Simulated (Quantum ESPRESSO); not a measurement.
**Pb under changes of volume**

One of the cells (30.323 Å³/atom); the others are scaled copies at fixed shape and fractional positions:

```
Pb
1.0
     0.00000    2.47502    2.47502
     2.47502    0.00000    2.47502
     2.47502    2.47502    0.00000
Pb
1
Direct
  0.00000 0.00000 0.00000
```

```yaml
Program: Quantum ESPRESSO 7.5
Functional: AM05
Potentials_or_basis: PseudoDojo 0.4.1 SR PBE standard
Cutoff: 762 eV
Density_cutoff: 3048 eV
k_mesh: 9 × 9 × 9
Occupations: fermi-dirac, width 0.05 eV
Spin: no spin polarisation
```

| volume (Å³/atom) | energy over the lowest point (meV/atom) | pressure (GPa) |
| --- | --- | --- |
| 28.503 | 13.94 | 3.0 |
| 29.110 | 4.99 | 1.7 |
| 29.716 | ? | ? |
| 30.323 | 0.00 | -0.3 |
| 30.929 | 2.94 | -1.2 |
| 31.535 | 8.81 | -1.9 |
| 32.142 | 17.24 | -2.6 |

Question: What does the run at 29.716 Å³/atom give?

Answer: Energy over the lowest point 0.51 meV/atom; pressure 0.6 GPa.

Worked out: A Birch-Murnaghan fit of order 3 (a polynomial in V^(-2/3)) to the other rows has its minimum at 30.10 Å³/atom with B0 = V·E''(V) = 47 GPa and B' = 6.0. It gives 0.53 meV/atom at 29.716 Å³/atom, against the run's 0.51, and -dE/dV = 0.6 GPa, against 0.6.

Energies are extrapolated to zero smearing.

Caveats: the potentials were made for another functional, which shifts forces and pressure.
